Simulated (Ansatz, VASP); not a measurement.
**One calculation of SnO2, two programs**

```
Sn O
1.0
    -2.00007    2.00007    5.12368
     2.00007   -2.00007    5.12368
     2.00007    2.00007   -5.12368
Sn O
2 4
Direct
  0.75000 0.25000 0.50000
  0.00000 0.00000 0.00000
  0.79652 0.79652 0.00000
  0.95348 0.45348 0.50000
  0.20348 0.20348 0.00000
  0.54652 0.04652 0.50000
```

Measurements of this composition are mostly on another form, of space group No. 136.

Alike in both runs: task single point; functional PBE; k mesh 6 × 6 × 6; no spin polarisation.

```csv
,VASP,Ansatz
version,VASP 6.6.1,Ansatz 0.2.0
potentials or method,"VASP PAW PBE potentials, release 64 (Sn_d, O)","plane waves, PAW"
plane-wave cutoff (eV),520,463
occupations,"gaussian, width 0.01 eV",fixed
valence electrons in the cell,52,52
```

Ansatz gave:

* gap on the k mesh at the Fermi level (eV): 1.66

Q: Estimate VASP's values.

A: gap on the k mesh at the Fermi level (eV): 1.65.

Caveats: spin-orbit coupling is left out, which moves the levels of the heavy elements. PBE gaps usually lie below the measured ones, often by a third to a half. A k mesh can miss the band edges.
